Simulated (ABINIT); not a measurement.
Te: single point with LDA

Crystal: Te.

```
Te
1.0
     3.82029   -2.14820    0.00000
     3.82029    2.14820    0.00000
    -0.09429    0.00000    5.97609
Te
3
Direct
  0.00000 0.00000 0.00000
  0.30945 0.30945 0.33881
  0.69055 0.69055 0.66119
```

This isn't the form of Te at room conditions, which is trigonal, of chains.

| Property | Result |
| --- | --- |
| Program | ABINIT 10.8.3 (patched build) |
| Task | single point |
| Functional | LDA |
| Potentials or basis | PseudoDojo NC SR LDA v0.4.1 standard |
| Cutoff | 952 eV |
| k mesh | 5 × 5 × 4 |
| Occupations | fermi-dirac, width 0.05 eV |
| Spin | no spin polarisation |

- Pressure: -2.9 GPa
- Largest force: 0.015 eV/Å
- Band gap on the k mesh: none (metal or under the smearing width)
- Valence electrons inside the program's atomic spheres: Te 11.93, 11.91 (radii [1.0584] Å)

Forces on the atoms (eV/Å):
```
Te   0.000  0.000  0.000
Te   0.006  0.000  0.014
Te  -0.006  0.000 -0.014
```

Stress tensor (GPa, compression positive):
```
-2.84  0.00 -0.19
 0.00 -2.54  0.00
-0.19  0.00 -3.46
```

Levels at points of the mesh, in eV from the Fermi level:
| k point | band 21 | band 22 | band 23 | band 24 | band 25 | band 26 | band 27 | band 28 |
| --- | --- | --- | --- | --- | --- | --- | --- | --- |
| (0.00, 0.00, 0.00) | -2.29 | -2.08 | -1.66 | -1.43 | 0.94 | 0.97 | 1.51 | 4.77 |
| (0.00, 0.00, 0.50) | -2.62 | -1.20 | -0.80 | -0.38 | -0.22 | -0.15 | 0.14 | 3.80 |

Wall time 4 min on 1 thread of Arm Neoverse V1, with other jobs on the host, peak memory 0.18 GiB.

Spin-orbit coupling is left out, which matters for the levels of Te.
